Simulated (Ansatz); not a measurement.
# How strain moves the resistance of the fcc Cu(111) / fcc Rh(111) interface, part 3 of 4

Aim: 2AR of the fcc Cu(111) / fcc Rh(111) interface for nine common in-plane spacings, from one metal's own to the other's.

Ansatz 0.2.0; Ansatz plane-wave DFT, PBE, PAW files; ballistic transport by layer matching (Landauer), zero bias; PAW set soft_1.

So far, twice the interface resistance (2AR, or 2AR* for magnets) (fΩ m²): step 3 (resistance, spacing 1 of 9) 0.846; step 5 (in plane spacing 2.5728 Å, lattice of 1/8 of the way from Cu to …) 0.811; step 7 (in plane spacing 2.5894 Å, lattice of 2/8 of the way from Cu to …) 0.766; step 9 (in plane spacing 2.6061 Å, lattice of 3/8 of the way from Cu to …) 0.759; step 11 (in plane spacing 2.6227 Å, lattice of 4/8 of the way from Cu to …) 0.747.

**12. Transmission, spacing 6 of 9, k-mesh 16×16×1, in plane spacing 2.6393 Å**

The common spacing is 2.639 Å, 5/8 of the way from Cu to Rh; layer distances follow from each metal's atomic volume.

This step: Ansatz plane-wave DFT, PBE, PAW files; ballistic transport by layer matching (Landauer), zero bias; PAW set soft_1 (Ansatz 0.2.0).

The cell differs from the one that the last finished run ended in (a 2.623 → 2.639 Å, b 2.623 → 2.639 Å, c 38.620 → 38.135 Å).

input.yaml reads:

```yaml
crystal:
  lattice:
    - [2.6393096484, 0.0, 0.0]
    - [-1.3196548242, 2.2857092039, 0.0]
    - [0.0, 0.0, 38.1346272044]
  atoms:
    - { symbol: Cu, position: [0.0, 0.0, 0.0262228865] }
    - { symbol: Cu, position: [0.3333333333, 0.6666666667, 0.0775586079] }
    - { symbol: Cu, position: [0.6666666667, 0.3333333333, 0.1288943293] }
    - { symbol: Cu, position: [0.0, 0.0, 0.1802300507] }
    - { symbol: Cu, position: [0.3333333333, 0.6666666667, 0.2315657721] }
    - { symbol: Cu, position: [0.6666666667, 0.3333333333, 0.2829014935] }
    - { symbol: Cu, position: [0.0, 0.0, 0.3342372149] }
    - { symbol: Cu, position: [0.3333333333, 0.6666666667, 0.3855729363] }
    - { symbol: Cu, position: [0.6666666667, 0.3333333333, 0.4369086577] }
    - { symbol: Rh, position: [0.0, 0.0, 0.4924642133] }
    - { symbol: Rh, position: [0.3333333333, 0.6666666667, 0.552239603] }
    - { symbol: Rh, position: [0.6666666667, 0.3333333333, 0.6120149927] }
    - { symbol: Rh, position: [0.0, 0.0, 0.6717903824] }
    - { symbol: Rh, position: [0.3333333333, 0.6666666667, 0.7315657721] }
    - { symbol: Rh, position: [0.6666666667, 0.3333333333, 0.7913411618] }
    - { symbol: Rh, position: [0.0, 0.0, 0.8511165515] }
    - { symbol: Rh, position: [0.3333333333, 0.6666666667, 0.9108919412] }
    - { symbol: Rh, position: [0.6666666667, 0.3333333333, 0.9706673309] }
kpoints:
  mp_grid: { grid: [16, 16, 1] }
hamiltonian:
  xc: pbe
  pseudopotentials: { kind: paw, azcp: { folder: soft_1 } }
scf:
  occupations: { method: fermi_dirac, width: 0.1 }
output:
  transmission:
    leads: [[3, 4], [12, 13]]
    kmesh: [44, 44]
    e_range: [-0.06, 0.06]
    de: 0.04
  write_potential: true
  write_density: true
  volumetric_format: npy
```

Command:

```bash
ansatz run input.yaml --threads 4 --pin off --max-ram 15360MiB --backend cpu --events-out ev --progress --plain --runs-dir out
```

Numbers of over 12 decimals in the logs are rounded to 6 here.

The log of the run:

```text
[...]
Crystal: 18 atoms, lattice volume = 230.055 Å³
Basis set: ecut = 420 eV, 4597 PW (Γ)
Bands: 195, of which v1, the nominal top of the filled ones, is band 162 counted from 1 (161 counted from 0)
Symmetry: 12 space group operations
[...]
k-points: 30 of 256
[...]
SCF iter   1: F=—  HF=-117263.693789 eV  |F-HF|=—  |Δ(HF+E_count)|=         —  Δρ=1.50e-1  dr2=1.73e2  ethr=3.10e-3  ⟨swp⟩=4.1  Hψ=17288  notcnv=0  defer=115
[...]
SCF iter  16: F=-117252.594067 eV  HF=-117252.594067 eV  |F-HF|=4.92e-8  |Δ(HF+E_count)|=   1.72e-8  Δρ=3.84e-6  dr2=4.53e-8  ethr=3.09e-11  ⟨swp⟩=1.0  Hψ=15944  notcnv=0
SCF 1 converged in 16 iterations: F = -117252.594067 eV  dr2 = 4.53e-8
[...]
transmission: 645 of 6440 steps passed
transmission: 1291 of 6440 steps passed
[...]
transmission: 6440 of 6440 steps passed
SCF converged after 16 iterations
Free energy (F): -117252.594067 eV
[...]
Internal energy: -117252.075114 eV  (E = F + TS)
E sigma→0 (E₀):  -117252.334590 eV
Entropy (-TS):   -0.518953 eV (-28.831 meV/atom)
Fermi energy:    19.578820 eV
[...]
--- Band table (eV; the first three rows and the last of 30) ---
  k-point 0: bands = [... 158 lower, 18.0811, 18.6555, 18.6555, 18.6692, 18.6692, 18.7410, 18.7410, 18.8929, ... 29 higher]
  k-point 1: bands = [... 158 lower, 18.1824, 18.4660, 18.4965, 18.5798, 18.6167, 18.6363, 18.7271, 18.7483, ... 29 higher]
  k-point 2: bands = [... 158 lower, 18.0392, 18.1756, 18.2741, 18.4106, 18.4570, 18.4705, 18.6857, 18.7238, ... 29 higher]
  k-point 29: bands = [... 158 lower, 19.8249, 19.8562, 19.8742, 20.0297, 21.1987, 21.4592, 21.8629, 22.3511, ... 29 higher]
--- Transmission ---
  basis      : 55 plane waves across, 35 finite elements along
  points     : 184, standing for a mesh of 44 x 44
[...]
channels       : 8.600207e-1 a spin
[...]
slowest decay  : 0.0400 /Å at (0.0227, 0.0000)
[...]
channels       : 1.738636e0 a spin
[...]
slowest decay  : 0.1405 /Å at (0.4091, 0.1591)
  junction   : crystal 0 to crystal 1, 9.11 to 26.06 Å
    transmission   : 7.502679e-1 a spin
[...]
```

Elapsed: 62 s, on 4 threads of Arm Neoverse V1, shared host; peak memory 1.7 GiB; 4 min of CPU time.

This step gave:

```
free energy                                    : -117252.5941 eV
energy at zero smearing                        : -117252.3346 eV
Fermi energy                                   : 19.58 eV
cell area                                      : 6.033 Å²
transmission per spin nearest the Fermi level  : 0.7503
open channels per spin nearest the Fermi level : 0.8600
open channels per spin, upper lead             : 1.739
step of the lead's potential                   : 4 meV
step of the upper lead's potential             : 2 meV
```

Per spin. The transmission, zone mean by energy, zero at the Fermi level:

```tsv
energy (eV)	transmission, zone mean
-0.0600	0.747
-0.0200	0.750
0.0200	0.758
0.0600	0.758
```

Over the solved energies the transmission per spin lies between 0.747 and 0.758, out of 0.874 channels of the lead on average (up to 0.891).

**13. Resistance, spacing 6 of 9**

This step: Ansatz plane-wave DFT, PBE, PAW files; ballistic transport by layer matching (Landauer), zero bias; specific resistance of one interface, 1/T less the mean of the leads' 1/N; PAW set soft_1 (Ansatz 0.2.0).

Numbers from this step:

* area resistance: 0.3666 fΩ m²
* T over the leads' mean channel count: 0.5724
* twice the interface resistance (2AR, or 2AR* for magnets): 0.7331 fΩ m²

Twice the interface resistance is 0.733 fΩ m² here, against 0.846 in the first run; 57.2 % of the two leads' mean channel count pass, 53.8 % before.

**14. Transmission, spacing 7 of 9, k-mesh 16×16×1, in plane spacing 2.6559 Å**

The common spacing is 2.656 Å, 6/8 of the way from Cu to Rh; layer distances follow from each metal's atomic volume.

This step: Ansatz plane-wave DFT, PBE, PAW files; ballistic transport by layer matching (Landauer), zero bias; PAW set soft_1 (Ansatz 0.2.0).

The cell differs from the one that the last finished run ended in (a 2.639 → 2.656 Å, b 2.639 → 2.656 Å, c 38.135 → 37.659 Å).

input.yaml, the sections that differ from step 12:

```yaml
crystal:
  lattice:
    - [2.6559390321, 0.0, 0.0]
    - [-1.327969516, 2.3001106727, 0.0]
    - [0.0, 0.0, 37.6585846052]
  atoms:
    - { symbol: Cu, position: [0.0, 0.0, 0.0265543703] }
    - { symbol: Cu, position: [0.3333333333, 0.6666666667, 0.0778900917] }
    - { symbol: Cu, position: [0.6666666667, 0.3333333333, 0.1292258131] }
    - { symbol: Cu, position: [0.0, 0.0, 0.1805615345] }
    - { symbol: Cu, position: [0.3333333333, 0.6666666667, 0.2318972559] }
    - { symbol: Cu, position: [0.6666666667, 0.3333333333, 0.2832329773] }
    - { symbol: Cu, position: [0.0, 0.0, 0.3345686987] }
    - { symbol: Cu, position: [0.3333333333, 0.6666666667, 0.3859044201] }
    - { symbol: Cu, position: [0.6666666667, 0.3333333333, 0.4372401415] }
    - { symbol: Rh, position: [0.0, 0.0, 0.4927956971] }
    - { symbol: Rh, position: [0.3333333333, 0.6666666667, 0.5525710868] }
    - { symbol: Rh, position: [0.6666666667, 0.3333333333, 0.6123464765] }
    - { symbol: Rh, position: [0.0, 0.0, 0.6721218662] }
    - { symbol: Rh, position: [0.3333333333, 0.6666666667, 0.7318972559] }
    - { symbol: Rh, position: [0.6666666667, 0.3333333333, 0.7916726456] }
    - { symbol: Rh, position: [0.0, 0.0, 0.8514480353] }
    - { symbol: Rh, position: [0.3333333333, 0.6666666667, 0.911223425] }
    - { symbol: Rh, position: [0.6666666667, 0.3333333333, 0.9709988147] }
# kpoints, hamiltonian, scf, output: as in step 12
```

The log of the run:

```text
[...]
Crystal: 18 atoms, lattice volume = 230.055 Å³
Basis set: ecut = 420 eV, 4583 PW (Γ)
Bands: 195, of which v1, the nominal top of the filled ones, is band 162 counted from 1 (161 counted from 0)
Symmetry: 12 space group operations
[...]
k-points: 30 of 256
[...]
SCF iter   1: F=—  HF=-117263.775282 eV  |F-HF|=—  |Δ(HF+E_count)|=         —  Δρ=1.50e-1  dr2=1.67e2  ethr=3.10e-3  ⟨swp⟩=4.1  Hψ=17337  notcnv=0  defer=112
[...]
SCF iter  16: F=-117252.638340 eV  HF=-117252.638340 eV  |F-HF|=3.27e-8  |Δ(HF+E_count)|=   1.63e-8  Δρ=3.28e-6  dr2=2.93e-8  ethr=3.09e-11  ⟨swp⟩=1.0  Hψ=15877  notcnv=0
SCF 1 converged in 16 iterations: F = -117252.638340 eV  dr2 = 2.93e-8
[...]
transmission: 645 of 6440 steps passed
transmission: 1291 of 6440 steps passed
[...]
transmission: 6440 of 6440 steps passed
SCF converged after 16 iterations
Free energy (F): -117252.638340 eV
[...]
Internal energy: -117252.123779 eV  (E = F + TS)
E sigma→0 (E₀):  -117252.381059 eV
Entropy (-TS):   -0.514561 eV (-28.587 meV/atom)
Fermi energy:    19.582648 eV
[...]
--- Band table (eV; the first three rows and the last of 30) ---
  k-point 0: bands = [... 158 lower, 18.2165, 18.6145, 18.6145, 18.6156, 18.6156, 18.6743, 18.6743, 18.8214, ... 29 higher]
  k-point 1: bands = [... 158 lower, 18.2466, 18.4105, 18.4300, 18.5423, 18.5677, 18.6864, 18.7023, 18.7417, ... 29 higher]
  k-point 2: bands = [... 158 lower, 18.0567, 18.1523, 18.2104, 18.3920, 18.4286, 18.4663, 18.6550, 18.7175, ... 29 higher]
  k-point 29: bands = [... 158 lower, 19.8512, 19.8886, 19.9007, 20.0567, 21.0904, 21.3619, 21.7798, 22.2713, ... 29 higher]
--- Transmission ---
  basis      : 55 plane waves across, 35 finite elements along
  points     : 184, standing for a mesh of 44 x 44
[...]
channels       : 8.946281e-1 a spin
[...]
slowest decay  : 0.2245 /Å at (0.4091, 0.1591)
[...]
channels       : 1.763430e0 a spin
[...]
slowest decay  : 0.1219 /Å at (0.4091, 0.1591)
  junction   : crystal 0 to crystal 1, 9.00 to 25.74 Å
    transmission   : 7.757622e-1 a spin
[...]
```

Elapsed: 63 s, on 4 threads; peak memory 1.7 GiB; 4 min of CPU time.

This step gave:

```
free energy                                    : -117252.6383 eV
energy at zero smearing                        : -117252.3811 eV
cell area                                      : 6.109 Å²
transmission per spin nearest the Fermi level  : 0.7758
open channels per spin nearest the Fermi level : 0.8946
open channels per spin, upper lead             : 1.763
step of the lead's potential                   : 2.2 meV
step of the upper lead's potential             : 2.5 meV
```

Per spin. The transmission, zone mean by energy, zero at the Fermi level:

```tsv
energy (eV)	transmission, zone mean
-0.0600	0.762
-0.0200	0.776
0.0200	0.772
0.0600	0.767
```

Over the solved energies the transmission per spin lies between 0.762 and 0.776, out of 0.895 channels of the lead on average (up to 0.895).

**15. Resistance, spacing 7 of 9**

This step: Ansatz plane-wave DFT, PBE, PAW files; ballistic transport by layer matching (Landauer), zero bias; specific resistance of one interface, 1/T less the mean of the leads' 1/N; PAW set soft_1 (Ansatz 0.2.0).

Numbers from this step:

* area resistance: 0.3622 fΩ m²
* T over the leads' mean channel count: 0.5762
* twice the interface resistance (2AR, or 2AR* for magnets): 0.7243 fΩ m²

Twice the interface resistance is 0.724 fΩ m² here, against 0.846 in the first run; 57.6 % of the two leads' mean channel count pass, 53.8 % before.

**16. Transmission, spacing 8 of 9, k-mesh 16×16×1, in plane spacing 2.6726 Å**

The common spacing is 2.673 Å, 7/8 of the way from Cu to Rh; layer distances follow from each metal's atomic volume.

This step: Ansatz plane-wave DFT, PBE, PAW files; ballistic transport by layer matching (Landauer), zero bias; PAW set soft_1 (Ansatz 0.2.0).

The cell differs from the one that the last finished run ended in (a 2.656 → 2.673 Å, b 2.656 → 2.673 Å, c 37.659 → 37.191 Å).

input.yaml, the sections that differ from step 14:

```yaml
crystal:
  lattice:
    - [2.6725684158, 0.0, 0.0]
    - [-1.3362842079, 2.3145121414, 0.0]
    - [0.0, 0.0, 37.1914004965]
  atoms:
    - { symbol: Cu, position: [0.0, 0.0, 0.0268879361] }
    - { symbol: Cu, position: [0.3333333333, 0.6666666667, 0.0782236575] }
    - { symbol: Cu, position: [0.6666666667, 0.3333333333, 0.1295593789] }
    - { symbol: Cu, position: [0.0, 0.0, 0.1808951003] }
    - { symbol: Cu, position: [0.3333333333, 0.6666666667, 0.2322308217] }
    - { symbol: Cu, position: [0.6666666667, 0.3333333333, 0.2835665431] }
    - { symbol: Cu, position: [0.0, 0.0, 0.3349022645] }
    - { symbol: Cu, position: [0.3333333333, 0.6666666667, 0.3862379859] }
    - { symbol: Cu, position: [0.6666666667, 0.3333333333, 0.4375737074] }
    - { symbol: Rh, position: [0.0, 0.0, 0.4931292629] }
    - { symbol: Rh, position: [0.3333333333, 0.6666666667, 0.5529046526] }
    - { symbol: Rh, position: [0.6666666667, 0.3333333333, 0.6126800423] }
    - { symbol: Rh, position: [0.0, 0.0, 0.672455432] }
    - { symbol: Rh, position: [0.3333333333, 0.6666666667, 0.7322308217] }
    - { symbol: Rh, position: [0.6666666667, 0.3333333333, 0.7920062114] }
    - { symbol: Rh, position: [0.0, 0.0, 0.8517816011] }
    - { symbol: Rh, position: [0.3333333333, 0.6666666667, 0.9115569908] }
    - { symbol: Rh, position: [0.6666666667, 0.3333333333, 0.9713323805] }
# kpoints, hamiltonian, scf, output: as in step 14
```

The log of the run:

```text
[...]
Crystal: 18 atoms, lattice volume = 230.055 Å³
Basis set: ecut = 420 eV, 4595 PW (Γ)
Bands: 195, of which v1, the nominal top of the filled ones, is band 162 counted from 1 (161 counted from 0)
Symmetry: 12 space group operations
[...]
k-points: 30 of 256
[...]
SCF iter   1: F=—  HF=-117263.755091 eV  |F-HF|=—  |Δ(HF+E_count)|=         —  Δρ=1.50e-1  dr2=1.62e2  ethr=3.10e-3  ⟨swp⟩=4.1  Hψ=17249  notcnv=0  defer=122
[...]
SCF iter  16: F=-117252.594943 eV  HF=-117252.594943 eV  |F-HF|=2.65e-8  |Δ(HF+E_count)|=   1.40e-8  Δρ=3.06e-6  dr2=2.28e-8  ethr=3.09e-11  ⟨swp⟩=1.0  Hψ=15220  notcnv=0
SCF 1 converged in 16 iterations: F = -117252.594943 eV  dr2 = 2.28e-8
[...]
transmission: 645 of 6440 steps passed
transmission: 1291 of 6440 steps passed
[...]
transmission: 6440 of 6440 steps passed
SCF converged after 16 iterations
Free energy (F): -117252.594943 eV
[...]
Internal energy: -117252.082851 eV  (E = F + TS)
E sigma→0 (E₀):  -117252.338897 eV
Entropy (-TS):   -0.512092 eV (-28.450 meV/atom)
Fermi energy:    19.584673 eV
[...]
--- Band table (eV; the first three rows and the last of 30) ---
  k-point 0: bands = [... 158 lower, 18.3565, 18.5691, 18.5691, 18.5824, 18.5824, 18.6196, 18.6196, 18.7537, ... 29 higher]
  k-point 1: bands = [... 158 lower, 18.3165, 18.3643, 18.3693, 18.5143, 18.5281, 18.6559, 18.6689, 18.7911, ... 29 higher]
  k-point 2: bands = [... 158 lower, 18.0754, 18.1430, 18.1589, 18.3785, 18.3969, 18.4774, 18.6346, 18.7168, ... 29 higher]
  k-point 29: bands = [... 158 lower, 19.8724, 19.9163, 19.9241, 20.0801, 20.9859, 21.2678, 21.6998, 22.1926, ... 29 higher]
--- Transmission ---
  basis      : 55 plane waves across, 35 finite elements along
  points     : 184, standing for a mesh of 44 x 44
[...]
channels       : 8.946281e-1 a spin
[...]
slowest decay  : 0.1943 /Å at (0.4091, 0.1591)
[...]
channels       : 1.788223e0 a spin
[...]
slowest decay  : 0.1001 /Å at (0.4091, 0.1591)
  junction   : crystal 0 to crystal 1, 8.89 to 25.42 Å
    transmission   : 7.805009e-1 a spin
[...]
```

The job ended after 64 s (4 threads; peak memory 1.7 GiB; 4.1 min of CPU time).

This step gave:

```yaml
free_energy: -117252.5949 eV
energy_at_zero_smearing: -117252.3389 eV
cell_area: 6.186 Å²
transmission_per_spin_nearest_the_fermi_level: 0.7805
open_channels_per_spin_upper_lead: 1.788
step_of_the_lead_s_potential: 1.1 meV
step_of_the_upper_lead_s_potential: 2.9 meV
```

Per spin. Table of transmission, zone mean by energy, zero at the Fermi level:

```tsv
energy (eV)	transmission, zone mean
-0.0600	0.772
-0.0200	0.781
0.0200	0.778
0.0600	0.771
```

Over the solved energies the transmission per spin lies between 0.771 and 0.781, out of 0.895 channels of the lead on average (up to 0.895).

(Part 3 of 4 ends here.)

[Logs are printed without paths, hosts, clocks, repeated set-up lines and the standing remarks that a program may print on its own settings, such as how far it seeks lower states.]

[Hosts, paths, dates, database ids (printed as entryN), source tags and the programs' standing remarks are cut or masked in the printed files.]
